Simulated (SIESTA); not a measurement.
Crystal: ZnO (zincite).

```xyz
4
Lattice="3.2493 0.0000 0.0000 -1.6247 2.8140 0.0000 0.0000 0.0000 5.2057" Properties=species:S:1:pos:R:3 pbc="T T T"
Zn    1.6247    0.9380    0.0000
Zn    0.0000    1.8760    2.6029
O     0.0000    1.8760    4.5759
O     1.6247    0.9380    1.9730
```

Base run:

- Program: SIESTA 5.4.2
- Functional: BLYP
- Potentials or basis: PseudoDojo 0.4 standard (PBE files)
- Basis: DZP (energy shift 0.002 Ry)
- Grid cutoff: 800 Ry
- Energy shift: 0.002 Ry
- k mesh: 9 × 9 × 5
- Occupations: fermi-dirac, width 0.05 eV
- Spin: no spin polarisation

Its results: band gap on the k mesh 1.32 eV, direct; pressure 11.1 GPa; largest force 0.132 eV/Å.

Question: After a change of settings the same cell gave: band gap on the k mesh 1.26 eV, direct; pressure 9.9 GPa; largest force 0.136 eV/Å. Which change was it?
A. functional from BLYP to SVWN5; potentials or basis from PseudoDojo 0.4 standard (PBE files) to PseudoDojo 0.4 standard (LDA files)
B. functional from BLYP to vdW-DF-cx
C. functional from BLYP to revPBE
D. functional from BLYP to AM05; potentials or basis from PseudoDojo 0.4 standard (PBE files) to PseudoDojo 0.4 standard (PBEsol files)

Answer: C.

Caveats: semicore shells carry a single zeta, which can move pressures by several GPa and volumes by a few percent; the valence orbitals were made in a potential fitted to the semicore shell under them, which widens gaps by tenths of an eV or more; the potentials were made for another functional, which shifts forces and pressure; the basis of atomic orbitals isn't converged, which shifts pressures, moduli and gaps.

Not every run made on this cell is shown here.
